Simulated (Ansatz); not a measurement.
Phases of Yb at 6.9 GPa

Structure types of Yb are relaxed in primitive cells with their symmetry kept at 6.9 GPa, on PAW files; LAPW relaxes the small cells further and takes the PAW cell for the others (marked *). The enthalpy is E + pV at zero temperature, without zero-point motion. Only the types listed were tried, and differences under about 5 meV/atom are mesh noise. The real phase may be another.

All numbers are PBE results (scalar-relativistic) from Ansatz 0.2.0, with Fermi–Dirac smearing of 0.1 eV, no spin polarisation. Methods: LAPW: all electrons, basis error target 0.5 meV/atom; PAW: frozen-core files, cutoff 420 eV.

k meshes: fcc 14×14×14, bcc 14×14×14, hcp 13×13×7, dhcp 11×11×3.

Spin–orbit coupling is left out, which matters for the heavy atoms.

```csv
start type,ends as,"a, b, c (Å)",V (Å³/atom),"H − H(lowest), LAPW (meV/atom)"
fcc,"fcc, Fm-3m","4.819, 4.819, 4.819",27.97,?
bcc,"bcc, Im-3m","3.814, 3.814, 3.814",27.74,0.0
hcp,"hcp, P6_3/mmc","3.394, 3.394, 5.576",27.81,?
dhcp*,"dhcp, P6_3/mmc","3.407, 3.407, 11.129",27.96,36.8
```

Question: What belongs in the row "hcp", column "H − H(lowest), LAPW (meV/atom)"?

Answer: 29.5.

Question: Give the missing entry: row "fcc", column "H − H(lowest), LAPW (meV/atom)".

Answer: 38.7.

Question: Split the lead of bcc over hcp into energy and pV.

Answer: For hcp less bcc: ΔE = +26.4 meV/atom, and p·ΔV = 6.9 GPa × +0.0714 Å³ × 6.242 meV/(GPa·Å³) = +3.1 meV/atom, together 29.5 meV/atom. bcc wins on both counts.
